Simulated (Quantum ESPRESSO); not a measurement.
**AgBr: dielectric tensor and Born charges under several settings**

```
Ag Br
1.0
     0.00000    2.87015    2.87015
     2.87015    0.00000    2.87015
     2.87015    2.87015    0.00000
Ag Br
1 1
Direct
  0.00000 0.00000 0.00000
  0.50000 0.50000 0.50000
```

All runs used Quantum ESPRESSO 7.5; potentials GBRV 1.5 PBE; given cell; no spin polarisation; cutoff 762 eV; occupations smeared at first, fixed for the response.

| level | k mesh (s: shifted) | ε∞ (diagonal) | Born charge of atom 1 (e) | sum of the Born charges (e) |
| --- | --- | --- | --- | --- |
| PBE | 2 × 2 × 2s | 7.19 | 1.35 | -0.35 |
| PBE | 4 × 4 × 4s | ? | ? | ? |
| PBE | 6 × 6 × 6s | 6.10 | 1.51 | -0.01 |
| PBE | 8 × 8 × 8s | 6.10 | 1.51 | -0.01 |
| PBE | 10 × 10 × 10s | 6.10 | 1.51 | -0.01 |

Q: What stands in the row left open?

A: ε∞ 6.13; Born charge of atom 1 1.51 e; sum of the Born charges -0.01 e.

Caveats: some runs use coarse meshes.

For the row left open. Caveat: the mesh is thin for the dielectric tensor, Born charges and intensities, which usually come out too large.
